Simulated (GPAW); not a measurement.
CoO, 2 atoms in the cell. Symmetry: Fm-3m, No. 225, cubic system. The conventional cell has a = 4.263 Å, b = 4.263 Å, c = 4.263 Å, α = 90.00°, β = 90.00°, γ = 90.00°. Co (site symmetry m-3m) is surrounded by 6 O at 2.13 Å. O (site symmetry m-3m) is surrounded by 6 Co at 2.13 Å. 

```yaml
Program: GPAW 26.7.0
Task: band structure
Functional: PBEsol
Potentials_or_basis: PAW data sets generated in the run's folder for this functional
Cutoff: 800 eV
Basis: pw
k_mesh: 11 × 11 × 11
Occupations: fermi-dirac, width 0.05 eV
Spin: collinear spin, ferromagnetic start
Starting_moments: "[2.0, 0.0] μB"
Hubbard_terms: Co d U = 3 eV
Maxiter: 150
Band_path: GXWKGLUWLK,UX
Band_points: 80
```

Potentials or basis: PAW data sets generated in the run's folder for this functional, pw.

Run with:

```sh
$ gpaw-setup -f PBEsol Co O
$ OMP_NUM_THREADS=1 python run.py
```

Hardware: 1 thread of AMD EPYC 7571, on a shared host.

Estimate the wall time of this run.

Wall time 110 s on 1 thread of AMD EPYC 7571, on a shared host, peak memory 0.28 GiB. Counts: scf iterations 15, plane waves 1010, bands 17, k points 56.
